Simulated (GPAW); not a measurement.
Wanted: an ASE script for a GPAW 26.7.0 run.

```
Task                : Fermi surface
Functional          : vdW-DF-cx
Potentials or basis : GPAW PAW data sets (gpaw-data 1.2.1)
Cutoff              : 510 eV
Basis               : pw
k mesh              : 4 × 4 × 3
Occupations         : fermi-dirac, width 0.01 eV
Spin                : no spin polarisation
Maxiter             : 150
Fermi k mesh        : 6 × 6 × 6
```

The structure of PtSe2 (Sudovikovite) lies in PtSe2.xyz:

```xyz
3
Lattice="3.7240000000 0.0000000000 0.0000000000 -1.8620000000 3.2250786037 0.0000000000 0.0000000000 0.0000000000 5.0620000000" Properties=species:S:1:pos:R:3 pbc="T T T"
Pt     0.0000000000      0.0000000000      0.0000000000
Se     1.8620000002      1.0750262011      3.7965000000
Se    -0.0000000002      2.1500524026      1.2655000000
```

These files were run (other wordings do the same):

run.py

```python
import json
import numpy as np
from ase.dft.bandgap import bandgap
from ase.io import read, write
from gpaw import GPAW, PW

atoms = read('PtSe2.xyz')

calc = GPAW(mode=PW(510),
            xc={'name': 'vdW-DF-cx', 'backend': 'libvdwxc'},
            kpts={'size': (4, 4, 3), 'gamma': True},
            occupations={'name': 'fermi-dirac', 'width': 0.01},
            nbands=26,
            convergence={'density': 1e-05, 'energy': 1e-05},
            maxiter=150,
            txt='gpaw.txt')
atoms.calc = calc
energy = atoms.get_potential_energy()
forces = atoms.get_forces()
calc.write('gs.gpw')
write('result.traj', atoms)
print(f'Energy: {energy:.6f} eV')
print('Forces (eV/A):')
print(forces.round(4))
print('Fermi level:', round(calc.get_fermi_level(), 4), 'eV')
print(f'Gap: {bandgap(calc)[0]:.4f} eV, direct: {bandgap(calc, direct=True)[0]:.4f} eV')

size = (6, 6, 6)
dense = calc.fixed_density(kpts={'size': size, 'gamma': True}, update_fermi_level=True,
                           convergence={'bands': 'CBM+2.0', 'eigenstates': 1e-7}, txt='dense.txt')
ef = dense.get_fermi_level()
index = np.round(dense.get_bz_k_points() * size).astype(int) % size
recip = 2 * np.pi * atoms.cell.reciprocal()
sheets = []
for s, e_kn in enumerate(dense.eigenvalues()):
    for n in range(e_kn.shape[1] - 2):
        if e_kn[:, n].min() < ef < e_kn[:, n].max():
            e = np.empty(size)
            e[tuple(index.T)] = e_kn[dense.get_bz_to_ibz_map(), n] - ef
            de = np.array([(np.roll(e, -1, c) - np.roll(e, 1, c)) * size[c] / 2 for c in range(3)])
            v = np.linalg.norm(np.einsum('vc,cxyz->vxyz', np.linalg.inv(recip), de), axis=0)
            w = np.exp(-(e / 0.1)**2) / (0.1 * np.pi**0.5)
            sheets.append({'spin': s, 'band': n, 'filled': (e < 0).mean(), 'dos': w.mean(), 'bottom': e.min(), 'top': e.max(),
                           'velocity': (w * v).sum() / w.sum() * 1.519267e5, 'slice': e[:, :, 0].round(3).tolist()})
            print(f'spin {s} band {n}: filled share {sheets[-1]["filled"]:.3f}, from {e.min():.3f} to {e.max():.3f} eV,',
                  f'{w.mean():.3f} states/eV, mean velocity {sheets[-1]["velocity"]:.3e} m/s')
print('Fermi level on the dense mesh:', round(ef, 4), 'eV,', len(sheets), 'sheets')
json.dump({'ef': ef, 'sheets': sheets}, open('fermi.json', 'w'))
```

Potentials or basis: GPAW PAW data sets (gpaw-data 1.2.1), pw.

The run is started by

```sh
$ OMP_NUM_THREADS=1 python run.py
```

It gave:

```json
{
 "Largest force": "0.684 eV/Å",
 "Band gap on the k mesh": "none (metal or under the smearing width)"
}
```

Caveat: the k mesh is coarse (spacing up to 0.49 Å⁻¹), so the values aren't converged; the PAW data sets were made with another functional, which shifts forces and pressure a little.

It took 37 s on 1 thread of Intel(R) Xeon(R) Platinum 8259CL CPU @ 2.50GHz (Skylake/Cascade Lake), with other jobs on the host, peak memory 0.22 GiB.
